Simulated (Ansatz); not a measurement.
The cell below belongs to a search over invented structures; it isn't taken from experiment.

Input and command of a plane-wave DFT calculation in Ansatz:

```yaml
crystal:
  lattice:
    - [3.9928576, 2.30527741, 3.17069688]
    - [-3.9928576, 2.30527741, 3.17069688]
    - [0.0, -4.61055482, 3.17069688]
  atoms:
    - { symbol: Ge, position: [0.75126141, 0.82003198, 0.38823867] }
    - { symbol: Ge, position: [0.38823867, 0.75126141, 0.82003198] }
    - { symbol: Ge, position: [0.82003198, 0.38823867, 0.75126141] }
    - { symbol: Ge, position: [0.61176133, 0.17996802, 0.24873859] }
    - { symbol: Ge, position: [0.17996802, 0.24873859, 0.61176133] }
    - { symbol: Ge, position: [0.24873859, 0.61176133, 0.17996802] }
    - { symbol: Ge, position: [0.14605396, 0.85394604, 0.5] }
    - { symbol: Ge, position: [0.5, 0.14605396, 0.85394604] }
    - { symbol: Ge, position: [0.85394604, 0.5, 0.14605396] }
basis:
  ecutwfc: 420
kpoints:
  mp_grid: { grid: [3, 3, 3] }
hamiltonian:
  xc: pbe
scf:
  occupations: { method: gaussian, width: 0.1 }
  lower_state_search: "off"
output:
  forces: true
  stress: true
  eigenvalues: true
relax:
  adjacent_minimum: "off"
  f_tol: 0.04
  max_steps: 70
  cell: { stress_tol: 0.4 }
```

```bash
ansatz run input.yaml --threads 1 --pin off --max-ram 2560MiB --backend cpu --events-out ev --progress --plain --runs-dir out
```

Processor: Arm Neoverse V1, 1 thread, on a host shared with other jobs.

Q: Estimate time, memory and problem size.

A: About 2.2 min, peak memory 0.44 GiB. It solves 76 bands at 6 k points (after reduction by symmetry) with about 4141 plane waves (on the last cell), in 73 SCF iterations over 11 ionic steps.
